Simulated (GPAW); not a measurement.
Ge:

```
CELL_PARAMETERS angstrom
4.05040 0.00000 0.00000
-2.02520 3.50775 0.00000
0.00000 0.00000 10.99336
ATOMIC_POSITIONS crystal
Ge 0.66667 0.33333 0.41485
Ge 0.33333 0.66667 0.91485
Ge 0.00000 0.00000 0.47745
Ge 0.00000 0.00000 0.97745
```

This isn't the form of Ge at room conditions, which is diamond.

```yaml
Program: GPAW 26.7.0
Task: relaxation of cell and atoms
Functional: PBEsol
Dispersion: D3(BJ)
Potentials_or_basis: PAW data sets generated in the run's folder for this functional
Cutoff: 600 eV
Basis: pw
k_mesh: 7 × 7 × 2
Occupations: fermi-dirac, width 0.05 eV
Spin: no spin polarisation
```

At the start: pressure -2.2 GPa; volume 39.05 Å³/atom.

Where does the relaxation end?

Over 33 steps the energy falls by 540.9 meV/atom and the volume is 18.76 Å³/atom (-52.0 %); space group P6_3/mmc (No. 194, to 0.05 Å).

Step by step:
| step | energy change (eV) | largest force (eV/Å) | pressure (GPa) | volume (Å³) |
| --- | --- | --- | --- | --- |
| 1 | 0.0000 | 0.1158 | -2.24 | 156.19 |
| 2 | -0.0133 | 0.0888 | -2.05 | 155.28 |
| 3 | -0.0650 | 0.1470 | -0.11 | 147.43 |
| 4 | -0.0677 | 0.1214 | -0.28 | 147.78 |
| 5 | -0.0792 | 0.0338 | -0.70 | 147.69 |
| 6 | -0.1034 | 0.1293 | -1.20 | 145.26 |
| 7 | -0.1548 | 0.3896 | -1.78 | 137.80 |
| 8 | -0.2129 | 0.5345 | -2.19 | 130.33 |
| 9 | -0.3054 | 0.5009 | -2.52 | 123.03 |
| 10 | -0.4443 | 0.4321 | -2.66 | 115.98 |
| 11 | -0.6113 | 0.3427 | -2.62 | 109.38 |
| 12 | -0.8052 | 0.1760 | -2.43 | 103.33 |
| 13 | -1.0229 | 0.0765 | -1.90 | 97.87 |
| 14 | -1.2799 | 0.3342 | -0.89 | 93.08 |
| 15 | -1.5103 | 0.2728 | -0.79 | 89.45 |
| 16 | -1.6528 | 0.3053 | -2.19 | 85.77 |
| 17 | -1.6883 | 0.3619 | -0.36 | 81.07 |
| 18 | -1.7051 | 0.3876 | -0.90 | 82.11 |
| 19 | -1.7131 | 0.4197 | -0.44 | 81.55 |
| 20 | -1.7306 | 0.4902 | 1.11 | 79.63 |
| 21 | -1.7432 | 0.5000 | 1.68 | 78.77 |
| 22 | -1.8324 | 0.6111 | 3.10 | 75.65 |
| 23 | -1.9676 | 0.6438 | 6.17 | 70.58 |
| 24 | -1.8350 | 0.4886 | 11.83 | 66.79 |
| 25 | -2.0409 | 0.4278 | 5.12 | 70.80 |
| 26 | -2.0723 | 0.3296 | 3.75 | 71.55 |
| 27 | -2.1120 | 0.1126 | 1.37 | 73.37 |
| 28 | -2.1348 | 0.0572 | 0.10 | 74.60 |
| 29 | -2.1464 | 0.0181 | -0.48 | 75.31 |
| 30 | -2.1597 | 0.0112 | -0.68 | 75.75 |
| 31 | -2.1574 | 0.0011 | -0.21 | 75.15 |
| 32 | -2.1622 | 0.0031 | -0.13 | 75.11 |
| 33 | -2.1635 | 0.0017 | -0.01 | 75.04 |

Final structure:
```
Ge
1.0
     3.74626    0.00000    0.00000
    -1.87313    3.24436    0.00000
     0.00000    0.00000    6.17376
Ge
4
Cartesian
  1.8731 1.0815 1.9824
  0.0000 2.1629 5.0693
  0.0000 0.0000 3.5263
  0.0000 0.0000 6.6132
```

Caveat: later steps reuse the first step's grids; the volume moved by over 15 % at a fixed basis, so the end points are rough; pairwise dispersion overbinds metals, which lowers pressure and volume.
